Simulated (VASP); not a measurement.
Sb2Se3, 10 atoms in the cell. The structure is monoclinic, space group P2_1/m (No. 11). The conventional cell has a = 7.464 Å, b = 4.063 Å, c = 10.259 Å, α = 90.00°, β = 91.44°, γ = 90.00°. Sb (site symmetry m) has 5 Se at 2.74 to 3.09 Å as nearest neighbours. Sb (site symmetry m) is surrounded by 6 Se at 2.80 to 3.02 Å. Around Se (site symmetry m) lie 5 Sb at 2.74 to 3.09 Å. Se (site symmetry m) is surrounded by 4 Sb at 2.79 to 3.20 Å. Around Se (site symmetry m) lie 3 Sb at 2.80 Å. The cell was built by a generator and needn't be a form met in nature.

* Program: VASP 6.6.1
* Task: density of states
* Functional: PBE
* Potentials or basis: VASP PAW PBE potentials, release 64 (Sb, Se)
* Cutoff: 520 eV
* k mesh: 6 × 8 × 4
* Occupations: gaussian, width 0.1 eV
* Spin: no spin polarisation
* k mesh for the DOS: 9 × 12 × 6
* Occupations for the DOS: tetrahedron
* Further INCAR settings: ALGO = Normal; EDIFF = 1e-06; NBANDS = 39

Potentials or basis: VASP PAW PBE potentials, release 64 (Sb, Se).

Command:

```bash
$ cat potpaw_PBE.64/Sb/POTCAR potpaw_PBE.64/Se/POTCAR > POTCAR
$ cp INCAR.step1 INCAR
$ cp KPOINTS.step1 KPOINTS
$ mpirun -np 8 vasp_std > vasp.out
$ cp INCAR.step2 INCAR
$ cp KPOINTS.step2 KPOINTS
$ mpirun -np 8 vasp_std > vasp.out
```

Hardware: 8 MPI ranks on Intel(R) Xeon(R) 6975P-C (Granite Rapids) (shared host).

Q: Estimate the wall time of this run.

A: It took 3.2 min on 8 MPI ranks on Intel(R) Xeon(R) 6975P-C (Granite Rapids), on a shared host, peak memory 1.6 GiB a rank. Counts: scf iterations 8, k points 196.
